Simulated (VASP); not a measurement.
Bi:

```xyz
2
Lattice="3.4886 -3.1326 0.0000 3.4886 3.1326 0.0000 -1.2602 0.0000 3.1136" Properties=species:S:1:pos:R:3 pbc="T T T"
Bi    4.1738    0.0000    2.6695
Bi    1.5432    0.0000    0.4440
```

This isn't the form of Bi at room conditions, which is rhombohedral.

* Program: VASP 6.6.1
* Task: single point
* Functional: PBE
* Potentials or basis: VASP PAW PBE potentials, release 64 (Bi_d)
* Cutoff: 520 eV
* k mesh: 6 × 6 × 9
* Occupations: fermi-dirac, width 0.05 eV
* Spin: no spin polarisation

On this cell: pressure 0.0 GPa; largest force 0.040 eV/Å; band gap on the k mesh none (metal or under the smearing width).

The same run follows on a disturbed copy (atoms moved at random, drawn with an rms of 0.05 Å):

```
CELL_PARAMETERS angstrom
3.48860 -3.13258 0.00000
3.48860 3.13258 0.00000
-1.26023 0.00000 3.11355
ATOMIC_POSITIONS crystal
Bi 0.75023 0.75159 0.84910
Bi 0.24710 0.25308 0.14475
```

Task: What changes?

Result: The energy (extrapolated to zero smearing) moves by +1.2 meV/atom; pressure -0.1 GPa; largest force 0.093 eV/Å; band gap on the k mesh none (metal or under the smearing width).

Forces in eV/Å, atoms in the order of the input:
```
Bi   0.081  0.016  0.043
Bi  -0.081 -0.016 -0.043
```

Stress tensor (GPa, compression positive):
```
-0.12 -0.02 -0.32
-0.02 -0.88 -0.02
-0.32 -0.02  0.60
```

Caveats: spin-orbit coupling is left out, which moves the levels of the heavy elements.
